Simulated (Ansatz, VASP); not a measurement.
## TaN in VASP and in Ansatz

```xyz
4
Lattice="3.1090 0.0000 0.0000 -1.5545 2.6924 0.0000 0.0000 0.0000 4.9180" Properties=species:S:1:pos:R:3 pbc="T T T"
Ta    0.0000    0.0000    0.0000
Ta    0.0000    0.0000    2.4590
N     0.0000    1.7950    1.2295
N     1.5545    0.8975    3.6885
```

Change from the starting cell: equal xx and yy strain of +2 %.

Alike in both runs: task single point; functional PBEsol; k mesh 11 × 11 × 6; occupations fermi-dirac, width 0.01 eV; no spin polarisation.

|  | VASP | Ansatz |
| --- | --- | --- |
| version | VASP 6.6.1 | Ansatz 0.2.0 |
| potentials or method | VASP PAW PBE potentials, release 64 (Ta_pv, N), cutoff 520 eV | all-electron LAPW, scalar-relativistic |

```csv
,VASP,Ansatz,Ansatz less VASP
pressure (GPa),32.9,31.2,-1.71
largest component of the traceless stress (GPa),53.99,53.25,-0.741
```

Ansatz ran all-electron here, so the differences hold the error of VASP's frozen core and of both bases.

Caveats: so large a pressure means that the cell lies far from this level's equilibrium, or that cutoff or potentials fall short (VASP); the potentials were made for another functional, which shifts forces and pressure (VASP). The runs have no spin-orbit coupling, so splittings on Ta are missing.
